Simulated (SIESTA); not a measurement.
HgTe (Coloradoite):

```xyz
2
Lattice="0.0000 3.2145 3.2145 3.2145 0.0000 3.2145 3.2145 3.2145 0.0000" Properties=species:S:1:pos:R:3 pbc="T T T"
Hg    0.0000    0.0000    0.0000
Te    4.8217    4.8217    4.8217
```

Base run:

```yaml
Program: SIESTA 5.4.2
Functional: PBE
Potentials_or_basis: PseudoDojo 0.4 standard (PBE files)
Basis: TZP (energy shift 0.01 Ry)
Grid_cutoff: 800 Ry
Energy_shift: 0.01 Ry
k_mesh: 7 × 7 × 7
Occupations: fermi-dirac, width 0.05 eV
Spin: no spin polarisation
```

Its results: band gap on the k mesh 0.39 eV, direct; pressure 1.3 GPa.

The run is repeated on the same cell with these changes: basis from TZP (energy shift 0.01 Ry) to TZP (energy shift 0.003 Ry; two zetas on semicore shells); energy shift from 0.01 Ry to 0.003 Ry. What comes out?

Band gap on the k mesh none (metal or under the smearing width); pressure 4.4 GPa.

Caveats: the valence orbitals were made in a potential fitted to the semicore shell under them, which widens gaps by tenths of an eV or more; spin-orbit coupling is left out, which moves the levels of the heavy elements; the basis of atomic orbitals isn't converged, which shifts pressures, moduli and gaps; semicore shells carry a single zeta, which can move pressures by several GPa and volumes by a few percent (some runs); short orbitals over semicore shells can move pressures by several GPa (some runs).
